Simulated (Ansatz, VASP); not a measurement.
## BaS in VASP and in Ansatz

```
Ba S
1.0
     0.00000    3.19375    3.19375
     3.19375    0.00000    3.19375
     3.19375    3.19375    0.00000
Ba S
1 1
Cartesian
  0.0000 0.0000 0.0000
  3.1938 3.1938 3.1938
```

Alike in both runs: task relaxation of cell and atoms; functional PBE; k mesh 7 × 7 × 7; occupations fermi-dirac, width 0.05 eV; no spin polarisation.

|  | VASP | Ansatz |
| --- | --- | --- |
| version | VASP 6.6.1 | Ansatz 0.2.0 |
| potentials or method | VASP PAW PBE potentials, release 64 (Ba_sv, S_h) | Ansatz PAW |
| plane-wave cutoff (eV) | 980 | 420 |
| valence electrons in the cell | 16 | 16 |

```tsv
	VASP	Ansatz	Ansatz less VASP
gap on the k mesh at the Fermi level, each at its own relaxed structure (eV)	2.22	2.29	+0.074
relaxed volume (Å³/atom)	33.65	33.21	-0.442
relaxed cell length with the largest relative difference (Å)	4.566	4.546	-0.0201
energy change over the relaxation (meV/atom)	-5	-2	+3.1
```

Caveats: spin-orbit coupling is left out, which moves the levels of the heavy elements; an odd mesh through Γ misses points on the zone boundary, where band edges often lie (VASP); odd divisions of the mesh miss points on the zone boundary, where band edges often lie, so the gap on the mesh can be too wide (Ansatz); the plane-wave basis is chosen anew once the cell has moved, so the energies of steps on either side of that aren't comparable (Ansatz). A hybrid or GW would open this gap; PBE tends to underestimate it. PBE usually gives volumes a little too large and moduli too small.
